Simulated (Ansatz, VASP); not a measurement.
# TiO2 in VASP and in Ansatz

INCAR

```
SYSTEM = TiO2
PREC = Accurate
ENCUT = 520
EDIFF = 1E-6
ISMEAR = 0
SIGMA = 0.05
LREAL = .False.
LASPH = .True.
NELM = 60
ALGO = Normal
ISIF = 2
LWAVE = .False.
LCHARG = .False.
GGA = PE
NBANDS = 33
```

KPOINTS

```
regular mesh
0
Gamma
  6 6 10
  0 0 0
```

POSCAR

```
TiO2
1.0
    4.7517000000      0.0000000000      0.0000000000
    0.0000000000      4.7517000000      0.0000000000
    0.0000000000      0.0000000000      2.7268000000
Ti O
2 4
Direct
    0.0000000000      0.0000000000      0.0000000000
    0.5000000000      0.5000000000      0.5000000000
    0.3050970583      0.3050970583      0.0000000000
    0.1949029417      0.8050970583      0.5000000000
    0.6949029417      0.6949029417      0.0000000000
    0.8050970583      0.1949029417      0.5000000000
```

Input for Ansatz:

```yaml
crystal:
  lattice:
    - [4.7517, 0.0, 0.0]
    - [0.0, 4.7517, 0.0]
    - [0.0, 0.0, 2.7268]
  atoms:
    - { symbol: Ti, position: [0.0, 0.0, 0.0] }
    - { symbol: Ti, position: [0.5, 0.5, 0.5] }
    - { symbol: O, position: [0.3050970583, 0.3050970583, 0.0] }
    - { symbol: O, position: [0.1949029417, 0.8050970583, 0.5] }
    - { symbol: O, position: [0.6949029417, 0.6949029417, 0.0] }
    - { symbol: O, position: [0.8050970583, 0.1949029417, 0.5] }
basis:
  ecutwfc: 520.0
kpoints:
  mp_grid: { grid: [6, 6, 10] }
hamiltonian:
  xc: pbe
  pseudopotentials: { kind: paw, azcp: { folder: soft_1 } }
scf:
  occupations: { method: gaussian, width: 0.05 }
output:
  forces: true
  stress: true
  eigenvalues: true
```

Alike in both runs: task single point; functional PBE; k mesh 6 × 6 × 10; occupations gaussian, width 0.05 eV; no spin polarisation.

```csv
,VASP,Ansatz
version,VASP 6.6.1,Ansatz 0.2.0
potentials or method,"VASP PAW PBE potentials, release 64 (Ti_sv, O)","scalar-relativistic, plane waves, PAW"
plane-wave cutoff (eV),520,520
valence electrons in the cell,48,48
```

Ansatz gave:

| Quantity | Value |
| --- | --- |
| gap on the k mesh at the Fermi level (eV) | 2.08 |
| least direct gap on the mesh (eV) | 2.08 |
| pressure (GPa) | 16.0 |
| largest component of the traceless stress (GPa) | 25.24 |
| rms of the force components (eV/Å) | 0.200 |

**Question.** Estimate VASP's values.

**Answer.** gap on the k mesh at the Fermi level (eV): 2.06; least direct gap on the mesh (eV): 2.07; pressure (GPa): 16.7; largest component of the traceless stress (GPa): 25.57; rms of the force components (eV/Å): 0.229.

Atom by atom the forces differ by 0.029 eV/Å (rms over components). With one functional, cell and mesh, what is left measures potentials, basis and numerics.

Caveats: so large a pressure means that the cell lies far from this level's equilibrium, or that cutoff or potentials fall short (VASP). As with any semilocal functional, this PBE gap is likely too small. A k mesh can miss the band edges.
